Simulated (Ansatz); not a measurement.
**Ti under pressure**

Method: DFT PBEsol, scalar-relativistic, plane waves, PAW in Ansatz 0.2.0. Run with 420 eV cutoff, 12×12×14 k-mesh, Gaussian smearing of 0.10 eV, no spin polarisation.

Starting point, cell and atoms relaxed:

```
Ti
1.0
     4.51529    0.00000    0.00000
    -2.25765    3.91036    0.00000
     0.00000    0.00000    2.79879
Ti
3
Direct
  0.00000 0.00000 0.00000
  0.33333 0.66667 0.50000
  0.66667 0.33333 0.50000
```

Cell and atoms are relaxed at each pressure within the symmetry of the start, at zero temperature, so transitions that lower the symmetry aren't seen. The k-mesh given is that at zero pressure and may differ at others.

(1) Give the structure at 10 GPa.

## Answers

(1)
```
Ti
1.0
     4.40097    0.00000    0.00000
    -2.20048    3.81135    0.00000
     0.00000    0.00000    2.73760
Ti
3
Direct
  0.00000 0.00000 0.00000
  0.33333 0.66667 0.50000
  0.66667 0.33333 0.50000
```
Symmetry: P6/mmm, No. 191, hexagonal system. The conventional cell has a = 4.401 Å, b = 4.401 Å, c = 2.738 Å, α = 90.00°, β = 90.00°, γ = 120.00°. Around Ti (site symmetry 6/mmm) lie 14 Ti at 2.74 to 2.89 Å. Ti (site symmetry -6m2) is surrounded by 11 Ti at 2.54 to 2.89 Å.

This form isn't the element's structure at ambient conditions.